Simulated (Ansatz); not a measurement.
In in Ansatz: the effect of functional

The system is In.

```
CELL_PARAMETERS angstrom
-1.91945 1.91945 1.91945
1.91945 -1.91945 1.91945
1.91945 1.91945 -1.91945
ATOMIC_POSITIONS crystal
In 0.00000 0.00000 0.00000
```

This isn't the form of In at room conditions, which is tetragonal.

The cell isn't the ideal one: volume scaled by 1.06.

Alike in all runs:

| Quantity | Value |
| --- | --- |
| Program | Ansatz 0.2.0 |
| Task | single point |
| Potentials or basis | Ansatz PAW |
| k mesh | 10 × 10 × 10 |
| Occupations | fermi-dirac, width 0.05 eV |
| Spin | no spin polarisation |

| functional | cutoff | pressure (GPa) |
| --- | --- | --- |
| LDA | 420 eV (not typed: the program's choice for these potentials) | -4.5 |
| PBEsol | 420 eV (not typed: the program's choice for these potentials) | -3.1 |
| r2SCAN | 500 eV (not typed: the program's choice for these potentials) | ? |

Task: What does the run with functional r2SCAN give?

Result: Pressure -2.0 GPa.

Caveats: the PAW data sets come from PBE, with cores solved anew for the run's functional, which leaves a small shift of forces and pressure.
